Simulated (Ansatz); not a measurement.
# Ge (Germanium): the cost of one run

Method: DFT PBE, scalar-relativistic, plane waves, PAW, in Ansatz 0.2.0.

1 further run of the same task is left out (set aside as unsound or not needed).

**1. The starting structure**

It takes space group Fd-3m (No. 227, cubic). Conventional cell: a = 5.764 Å, b = 5.764 Å, c = 5.764 Å, α = 90.00°, β = 90.00°, γ = 90.00°. Around Ge (site symmetry -43m) lie 4 Ge at 2.50 Å.

Coordinates:

```cif
data_structure
_symmetry_space_group_name_H-M 'Fd-3m:1'
_symmetry_Int_Tables_number 227
_cell_length_a 5.7637
_cell_length_b 5.7637
_cell_length_c 5.7637
_cell_angle_alpha 90.000
_cell_angle_beta 90.000
_cell_angle_gamma 90.000
_cell_volume 191.47
loop_
_atom_site_label
_atom_site_type_symbol
_atom_site_symmetry_multiplicity
_atom_site_Wyckoff_symbol
_atom_site_fract_x
_atom_site_fract_y
_atom_site_fract_z
_atom_site_occupancy
Ge1 Ge 8 b 0.00000 0.00000 0.50000 1
```

It is the result of an earlier relaxation at this level (volume 23.93 Å³/atom; gap on the mesh: none (metal)).

**2. States by energy, for transport**

input.yaml

```yaml
crystal:
  lattice:
    - [0.0, 2.8818279812, 2.8818279812]
    - [2.8818279812, 0.0, 2.8818279812]
    - [2.8818279812, 2.8818279812, 0.0]
  atoms:
    - { symbol: Ge, position: [0.0, 0.0, 0.0] }
    - { symbol: Ge, position: [0.25, 0.25, 0.25] }
basis:
  ecutwfc: 420
kpoints:
  mp_grid: { grid: [14, 14, 14] }
hamiltonian:
  xc: pbe
scf:
  occupations: { method: fermi_dirac, width: 0.15 }
output:
  eigenvalues: true
  states_by_energy: {}
checkpoint:
  read: start.run
  write: ck
  compress: false
  write_wavefunctions: false
  write_every: 100000
```

Started as:

```bash
ansatz run input.yaml --threads 1 --pin off --max-ram 2560MiB --backend cpu --events-out ev --progress --plain --runs-dir out
```

**Question.** How long does this run take on 1 thread of AMD EPYC 7R43 (Zen 3), shared host, and how much memory does it need?

About 4.1 min, with a peak of 1 GiB.
